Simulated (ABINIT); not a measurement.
# Si (Fd-3m) in ABINIT: single point with PBEsol

Aim: the single point of Si with PBEsol.

Program: ABINIT 10.8.3 (patched build). These are calculated values, not measurements. Logs are shortened: lines on timing, memory, paths and dates and some standing lists are left out, and cuts for length are marked. The log counts tension as positive stress, the text compression.

**1. The crystal as given**

It takes space group Fd-3m (No. 227, cubic). Conventional cell: a = 5.431 Å, b = 5.431 Å, c = 5.431 Å, α = 90.00°, β = 90.00°, γ = 90.00°. Si (site symmetry -43m) has 4 Si at 2.35 Å as nearest neighbours.

**2. Single point, PBEsol**

run.abi

```
pp_dirpath "./"
pseudos "Si.upf"

acell 3.8402969286 3.8402969286 3.8402969286 Angstrom
rprim
     0.0000000000     0.7071067812     0.7071067812
     0.7071067812     0.0000000000     0.7071067812
     0.7071067812     0.7071067812     0.0000000000
ntypat 1
znucl 14
natom 2
typat 1 1
xred
     0.0000000000     0.0000000000     0.0000000000
     0.2500000000     0.2500000000     0.2500000000

ecut 18.0

kptopt 1
ngkpt 9 9 9
nshiftk 1
shiftk 0.0 0.0 0.0

ixc -116133

nband 8
occopt 3
tsmear 0.05 eV

nstep 100
tolvrs 1.0e-10

iomode 3
prtwf 0
prtden 0
prteig 0
prtebands 0
enunit 2
```

Potentials or basis: PseudoDojo NC SR PBEsol v0.4.1 standard.

On the command line:

```console
$ abinit run.abi > log 2>&1
```

run.abo:

```text
.Version 10.8.3 of ABINIT
 Symmetries : space group Fd -3 m (#227); Bravais cF (face-center cubic)
================================================================================
 Values of the parameters that define the memory need of the present run
     intxc =       0    ionmov =       0      iscf =       7    lmnmax =       6
     lnmax =       6     mgfft =      30  mpssoang =       3    mqgrid =    3001
     natom =       2  nloc_mem =       1    nspden =       1   nspinor =       1
    nsppol =       1      nsym =      48    n1xccc =    2501    ntypat =       1
    occopt =       3   xclevel =       2
       mpw =        1002          nfft =       27000          nkpt =          35
================================================================================
================================================================================

--------------------------------------------------------------------------------
------------- Echo of variables that govern the present computation ------------
--------------------------------------------------------------------------------
 -outvars: echo values of preprocessed input variables --------
            acell      7.2571094372E+00  7.2571094372E+00  7.2571094372E+00 Bohr
              amu      2.80855000E+01
             ecut      1.80000000E+01 Hartree
           enunit           2
              ixc     -116133
         kptrlatt        9    0    0      0    9    0      0    0    9
          kptrlen      6.53139849E+01
            natom           2
            nband           8
            ngfft          30      30      30
             nkpt          35
            nstep         100
             nsym          48
           ntypat           1
           occopt           3
           prtden           0
        prtebands           0
           prteig           0
            prtwf           0
            rprim      0.0000000000E+00  7.0710678120E-01  7.0710678120E-01
                       7.0710678120E-01  0.0000000000E+00  7.0710678120E-01
                       7.0710678120E-01  7.0710678120E-01  0.0000000000E+00
          spgroup         227
           tolvrs      1.00000000E-10
           tsmear      1.83746611E-03 Hartree
            typat      1  1
           xangst      0.0000000000E+00  0.0000000000E+00  0.0000000000E+00
                       1.3577500000E+00  1.3577500000E+00  1.3577500000E+00
            xcart      0.0000000000E+00  0.0000000000E+00  0.0000000000E+00
                       2.5657756475E+00  2.5657756475E+00  2.5657756475E+00
             xred      0.0000000000E+00  0.0000000000E+00  0.0000000000E+00
                       2.5000000000E-01  2.5000000000E-01  2.5000000000E-01
            znucl       14.00000

================================================================================

 chkinp: Checking input parameters for consistency.

================================================================================
== DATASET  1 ==================================================================

--- !DatasetInfo
iteration_state: {dtset: 1, }
dimensions: {natom: 2, nkpt: 35, mband: 8, nsppol: 1, nspinor: 1, nspden: 1, mpw: 1002, }
cutoff_energies: {ecut:  18.0, pawecutdg:  -1.0, }
electrons: {nelect:   8.00000000E+00, charge:   0.00000000E+00, occopt:   3.00000000E+00, tsmear:   1.83746611E-03, }
meta: {optdriver: 0, ionmov: 0, optcell: 0, iscf: 7, paral_kgb: 0, }
...

 Real(R)+Recip(G) space primitive vectors, cartesian coordinates (Bohr,Bohr^-1):
 R(1)=  0.0000000  5.1315513  5.1315513  G(1)= -0.0974364  0.0974364  0.0974364
 R(2)=  5.1315513  0.0000000  5.1315513  G(2)=  0.0974364 -0.0974364  0.0974364
 R(3)=  5.1315513  5.1315513  0.0000000  G(3)=  0.0974364  0.0974364 -0.0974364
 Unit cell volume ucvol=  2.7025642E+02 bohr^3
 Angles (23,13,12)=  6.00000000E+01  6.00000000E+01  6.00000000E+01 degrees

 getcut: wavevector=  0.0000  0.0000  0.0000  ngfft=  30  30  30
         ecut(hartree)=     18.000   => boxcut(ratio)=   2.16690

--- Pseudopotential description ------------------------------------------------
- pspini: atom type   1  psp file is ./Si.upf
12 -116133 2 -1 1510                          pspcod,pspxc,lmax,lloc,mmax
     nproj     2     2     2

   1.25834986E+02                                ecore*ucvol(ha*bohr**3)
--------------------------------------------------------------------------------

================================================================================

--- !BeginCycle
iteration_state: {dtset: 1, }
solver: {iscf: 7, nstep: 100, nline: 4, wfoptalg: 0, }
tolerances: {tolvrs: 1.00E-10, }
...

     iter   Etot(hartree)      deltaE(h)  residm     vres2
 ETOT  1  -8.4567602647788    -8.457E+00 2.016E-02 8.004E+00
 ETOT  2  -8.4628913014544    -6.131E-03 4.138E-03 2.879E-01
 ETOT  3  -8.4629524941848    -6.119E-05 1.131E-03 5.944E-03
 ETOT  4  -8.4629531129707    -6.188E-07 4.649E-04 1.219E-04
 ETOT  5  -8.4629531275384    -1.457E-08 3.600E-04 5.957E-07
 ETOT  6  -8.4629531276505    -1.121E-10 1.342E-04 4.331E-09
 ETOT  7  -8.4629531276514    -9.681E-13 3.194E-04 3.651E-11

 At SCF step    7       vres2   =  3.65E-11 < tolvrs=  1.00E-10 =>converged.

 Cartesian components of stress tensor (hartree/bohr^3)
  sigma(1 1)=  1.48986855E-07  sigma(3 2)=  0.00000000E+00
  sigma(2 2)=  1.48986855E-07  sigma(3 1)=  0.00000000E+00
  sigma(3 3)=  1.48986855E-07  sigma(2 1)=  0.00000000E+00

--- !ResultsGS
iteration_state: {dtset: 1, }
comment   : Summary of ground state results
lattice_vectors:
- [  0.0000000,   5.1315513,   5.1315513, ]
- [  5.1315513,   0.0000000,   5.1315513, ]
- [  5.1315513,   5.1315513,   0.0000000, ]
lattice_lengths: [   7.25711,    7.25711,    7.25711, ]
lattice_angles: [ 60.000,  60.000,  60.000, ] # degrees, (23, 13, 12)
lattice_volume:   2.7025642E+02
convergence: {deltae: -9.681E-13, res2:  3.651E-11, residm:  3.194E-04, diffor: null, }
etotal    :  -8.46295313E+00
entropy   :   0.00000000E+00
fermie    :   1.76895104E-01
cartesian_stress_tensor: # hartree/bohr^3
- [  1.48986855E-07,   0.00000000E+00,   0.00000000E+00, ]
- [  0.00000000E+00,   1.48986855E-07,   0.00000000E+00, ]
- [  0.00000000E+00,   0.00000000E+00,   1.48986855E-07, ]
pressure_GPa:  -4.3833E-03
xred      :
- [  0.0000E+00,   0.0000E+00,   0.0000E+00, Si]
- [  2.5000E-01,   2.5000E-01,   2.5000E-01, Si]
cartesian_forces: # hartree/bohr
- [ -0.00000000E+00,  -0.00000000E+00,  -0.00000000E+00, ]
- [ -0.00000000E+00,  -0.00000000E+00,  -0.00000000E+00, ]
force_length_stats: {min:   0.00000000E+00, max:   0.00000000E+00, mean:   0.00000000E+00, }
...

 Integrated electronic density in atomic spheres:
 ------------------------------------------------
 Atom  Sphere_radius  Integrated_density
    1        2.00000          1.78274581
    2        2.00000          1.75069320
================================================================================

 ----iterations are completed or convergence reached----

 Mean square residual over all n,k,spin=   17.927E-07; max=  31.941E-05
 reduced coordinates (array xred) for    2 atoms
       0.000000000000      0.000000000000      0.000000000000
       0.250000000000      0.250000000000      0.250000000000
 rms dE/dt=  0.0000E+00; max dE/dt=  0.0000E+00; dE/dt below (all hartree)
    1       0.000000000000      0.000000000000      0.000000000000
    2       0.000000000000      0.000000000000      0.000000000000

 cartesian coordinates (angstrom) at end:
    1      0.00000000000000     0.00000000000000     0.00000000000000
    2      1.35775000001730     1.35775000001730     1.35775000001730

 cartesian forces (hartree/bohr) at end:
    1     -0.00000000000000    -0.00000000000000    -0.00000000000000
    2     -0.00000000000000    -0.00000000000000    -0.00000000000000
 frms,max,avg= 0.0000000E+00 0.0000000E+00   0.000E+00  0.000E+00  0.000E+00 h/b

 cartesian forces (eV/Angstrom) at end:
    1     -0.00000000000000    -0.00000000000000    -0.00000000000000
    2     -0.00000000000000    -0.00000000000000    -0.00000000000000
 frms,max,avg= 0.0000000E+00 0.0000000E+00   0.000E+00  0.000E+00  0.000E+00 e/A
 length scales=  7.257109437219  7.257109437219  7.257109437219 bohr
              =  3.840296928600  3.840296928600  3.840296928600 angstroms
 Fermi (or HOMO) energy (hartree) =   0.17690   Average Vxc (hartree)=  -0.34608
 Eigenvalues (hartree) for nkpt=  35  k points:
 kpt#   1, nband=  8, wtk=  0.00137, kpt=  0.0000  0.0000  0.0000 (reduced coord)
  -0.27176    0.16887    0.16887    0.16887    0.26124    0.26124    0.26124    0.28967
      occupation numbers for kpt#   1
   2.00000    1.97498    1.97498    1.97498    0.00000    0.00000    0.00000    0.00000
 prteigrs : prtvol=0 or 1, do not print more k-points.

 Fermi (or HOMO) energy (eV) =   4.81356   Average Vxc (eV)=  -9.41742
 Eigenvalues (   eV  ) for nkpt=  35  k points:
 kpt#   1, nband=  8, wtk=  0.00137, kpt=  0.0000  0.0000  0.0000 (reduced coord)
  -7.39491    4.59514    4.59514    4.59514    7.10872    7.10872    7.10872    7.88228
 prteigrs : prtvol=0 or 1, do not print more k-points.

--- !EnergyTerms
iteration_state     : {dtset: 1, }
comment             : Components of total free energy in Hartree
kinetic             :  3.06039628839097E+00
hartree             :  5.37642408915339E-01
xc                  : -3.07426378607398E+00
Ewald energy        : -8.39792528146283E+00
psp_core            :  4.65613308015497E-01
local_psp           : -2.29511861431471E+00
non_local_psp       :  1.24070503397248E+00
internal            : -8.46295064255723E+00
'-kT*entropy'       : -2.48509420101274E-06
total_energy        : -8.46295312765143E+00
total_energy_eV     : -2.30288686338156E+02
band_energy         : -1.45213135969353E-01
...

 Cartesian components of stress tensor (hartree/bohr^3)
  sigma(1 1)=  1.48986855E-07  sigma(3 2)=  0.00000000E+00
  sigma(2 2)=  1.48986855E-07  sigma(3 1)=  0.00000000E+00
  sigma(3 3)=  1.48986855E-07  sigma(2 1)=  0.00000000E+00

-Cartesian components of stress tensor (GPa)         [Pressure= -4.3833E-03 GPa]
- sigma(1 1)=  4.38334461E-03  sigma(3 2)=  0.00000000E+00
- sigma(2 2)=  4.38334461E-03  sigma(3 1)=  0.00000000E+00
- sigma(3 3)=  4.38334461E-03  sigma(2 1)=  0.00000000E+00

== END DATASET(S) ==============================================================
================================================================================

 -outvars: echo values of variables after computation  --------
            acell      7.2571094372E+00  7.2571094372E+00  7.2571094372E+00 Bohr
           etotal     -8.4629531277E+00
            fcart     -0.0000000000E+00 -0.0000000000E+00 -0.0000000000E+00
                      -0.0000000000E+00 -0.0000000000E+00 -0.0000000000E+00
            rprim      0.0000000000E+00  7.0710678120E-01  7.0710678120E-01
                       7.0710678120E-01  0.0000000000E+00  7.0710678120E-01
                       7.0710678120E-01  7.0710678120E-01  0.0000000000E+00
           strten      1.4898685507E-07  1.4898685507E-07  1.4898685507E-07
                       0.0000000000E+00  0.0000000000E+00  0.0000000000E+00
           xangst      0.0000000000E+00  0.0000000000E+00  0.0000000000E+00
                       1.3577500000E+00  1.3577500000E+00  1.3577500000E+00
             xred      0.0000000000E+00  0.0000000000E+00  0.0000000000E+00
                       2.5000000000E-01  2.5000000000E-01  2.5000000000E-01
 Calculation completed.
```

Wall time 6.2 s (1 thread of Intel Xeon Platinum 8375C at 2.90GHz (Ice Lake), shared host); peak memory 0.06 GiB.

Results:

- Free energy: -230.2887 eV
- Pressure: 0.0 GPa
- Band gap on the k mesh: 0.47 eV, indirect (least direct gap 2.51 eV)
- Valence electrons inside the program's atomic spheres: Si 1.78, 1.75 (radii [1.0584] Å)

Levels at points of the mesh, in eV from the valence-band top:
| k point | band 1 | band 2 | band 3 | band 4 | band 5 | band 6 | band 7 | band 8 |
| --- | --- | --- | --- | --- | --- | --- | --- | --- |
| (0.00, 0.00, 0.00) | -11.99 | 0.00 | 0.00 | 0.00 | 2.51 | 2.51 | 2.51 | 3.29 |

Caveat: an odd mesh through Γ misses points on the zone boundary, where band edges often lie. Expect the measured gap to be larger: semilocal functionals such as PBEsol lack the derivative discontinuity.
